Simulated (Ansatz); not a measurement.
# InSe in Ansatz: the effect of functional

Crystal: InSe.

```
CELL_PARAMETERS angstrom
4.04733 0.00000 0.00000
-2.02366 3.50509 0.00000
0.00000 0.00000 18.05206
ATOMIC_POSITIONS crystal
In 0.33333 0.66667 0.07739
In 0.33333 0.66667 0.92261
In 0.00000 0.00000 0.42261
In 0.00000 0.00000 0.57739
Se 0.33333 0.66667 0.35298
Se 0.33333 0.66667 0.64702
Se 0.66667 0.33333 0.14700
Se 0.66667 0.33333 0.85300
```

Measurements of this composition are mostly on another form, of space group No. 160.

Alike in all runs:

* Program: Ansatz 0.2.0
* Task: band structure
* Potentials or basis: Ansatz PAW
* k mesh: 8 × 8 × 2
* Occupations: fermi-dirac, width 0.05 eV
* Spin: no spin polarisation

One run gave: gap on the mesh 0.50 eV; pressure -2.3 GPa; largest force 0.15 eV/Å. Which functional did it use?
A. LDA
B. PBEsol
C. r2SCAN

A.

| functional | cutoff | gap on the mesh (eV) | pressure (GPa) | largest force (eV/Å) |
| --- | --- | --- | --- | --- |
| LDA | 420 eV (not typed: the program's choice for these potentials) | 0.50 | -2.3 | 0.15 |
| PBEsol | 420 eV (not typed: the program's choice for these potentials) | 0.64 | -0.8 | 0.06 |
| r2SCAN | 500 eV (not typed: the program's choice for these potentials) | 1.14 | -0.1 | 0.03 |

Caveats: spin-orbit coupling is left out, which moves the levels of the heavy elements; the PAW data sets come from PBE, with cores solved anew for the run's functional, which leaves a small shift of forces and pressure; this functional lacks dispersion, which binds the layers, so the pressure and a relaxed spacing across them are unreliable (some runs).

